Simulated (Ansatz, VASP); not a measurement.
## Two plane-wave programs on Ge

Contents of INCAR:

```
SYSTEM = Ge
PREC = Accurate
ENCUT = 520
EDIFF = 1E-6
ISMEAR = -1
SIGMA = 0.1
LREAL = .False.
LASPH = .True.
NELM = 60
ALGO = Normal
ISIF = 2
LWAVE = .False.
LCHARG = .False.
GGA = PE
NBANDS = 13
```

File KPOINTS:

```
regular mesh
0
Gamma
  13 13 13
  0 0 0
```

POSCAR

```
Ge
1.0
    2.7842784547      0.0000000000      0.0000000000
    0.0000000000      2.7842784547      0.0000000000
    0.0000000000      0.0000000000      2.7842784547
Ge
1
Direct
    0.0000000000      0.0000000000      0.0000000000
```

Input for Ansatz:

```yaml
crystal:
  lattice:
    - [2.7842784547, 0.0, 0.0]
    - [0.0, 2.7842784547, 0.0]
    - [0.0, 0.0, 2.7842784547]
  atoms:
    - { symbol: Ge, position: [0.0, 0.0, 0.0] }
hamiltonian:
  xc: pbe
  pseudopotentials:
    kind: paw
    azcp:
      Ge: "pseudopotentials/Ge.paw.azcp"
basis:
  ecutwfc: 420
  fft_grid_basis: typed
kpoints:
  mp_grid: { grid: [13, 13, 13], shift: [0, 0, 0] }
magnetization:
  spin_polarized: false
scf:
  occupations: { method: fermi_dirac, width: 0.1 }
  lower_state_search: "off"
output:
  stress: true
  write_density: true
  write_potential: true
  elf: true
  volumetric_format: npy
```

Alike in both runs: task single point; functional PBE; k mesh 13 × 13 × 13; occupations fermi-dirac, width 0.1 eV; no spin polarisation.

|  | VASP | Ansatz |
| --- | --- | --- |
| version | VASP 6.6.1 | Ansatz 0.2.0 |
| potentials or method | VASP PAW PBE potentials, release 64 (Ge_d) | plane waves (420 eV) with PAW, scalar-relativistic |
| plane-wave cutoff (eV) | 520 | 420 |
| valence electrons in the cell | 14 | 14 |

```tsv
	VASP	Ansatz	Ansatz less VASP
pressure (GPa)	-4.6	-4.4	+0.13
```
